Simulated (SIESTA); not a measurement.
The system is MoS2, a slab with vacuum.

```
CELL_PARAMETERS angstrom
3.18402 0.00000 0.00000
-1.59201 2.75744 0.00000
0.00000 0.00000 28.38732
ATOMIC_POSITIONS crystal
Mo 0.33333 0.66667 0.22816
Mo 0.33333 0.66667 0.77184
Mo 0.66667 0.33333 0.00000
S 0.66667 0.33333 0.17349
S 0.66667 0.33333 0.71719
S 0.33333 0.66667 0.94533
S 0.66667 0.33333 0.28281
S 0.66667 0.33333 0.82651
S 0.33333 0.66667 0.05467
```

```yaml
Program: SIESTA 5.4.2
Task: single point
Functional: PBEsol
Potentials_or_basis: PseudoDojo 0.4 standard (PBEsol files)
Basis: DZP (energy shift 0.003 Ry; two zetas on semicore shells)
Grid_cutoff: 800 Ry
Energy_shift: 0.003 Ry
k_mesh: 10 × 10 × 1
Occupations: fermi-dirac, width 0.05 eV
Spin: no spin polarisation
```

On this cell: largest force 0.292 eV/Å; band gap on the k mesh 1.30 eV, indirect (least direct gap 1.91 eV).

The same run follows on a disturbed copy (atoms moved at random, drawn with an rms of 0.05 Å):

```
Mo S
1.0
     3.18402    0.00000    0.00000
    -1.59201    2.75744    0.00000
     0.00000    0.00000   28.38732
Mo S
3 6
Direct
  0.34495 0.66470 0.22865
  0.32821 0.68177 0.77235
  0.66587 0.33196 0.00168
  0.67104 0.34266 0.17389
  0.67131 0.34067 0.71654
  0.33615 0.67371 0.94494
  0.65334 0.32456 0.28251
  0.67760 0.33656 0.82787
  0.34318 0.67386 0.05260
```

**Question.** What changes?

**Answer.** The energy moves by +26.3 meV/atom; largest force 2.788 eV/Å; band gap on the k mesh 1.04 eV, indirect (least direct gap 1.74 eV).

Forces on the atoms (eV/Å):
```
Mo  -1.161  0.127 -0.437
Mo   1.084 -0.512 -0.163
Mo   0.243  0.519 -2.728
S    0.450 -0.289 -0.329
S   -0.431  0.213  0.347
S    0.004 -0.209  0.446
S    0.711  0.162  0.707
S   -0.654  0.298 -0.122
S   -0.247 -0.309  2.279
```

Stress tensor (GPa, compression positive):
```
-0.77 -0.13 -0.21
-0.13 -0.32  0.47
-0.21  0.47  1.70
```

Caveats: the basis of atomic orbitals isn't converged, which shifts pressures, moduli and gaps.

A k mesh can miss the band edges.
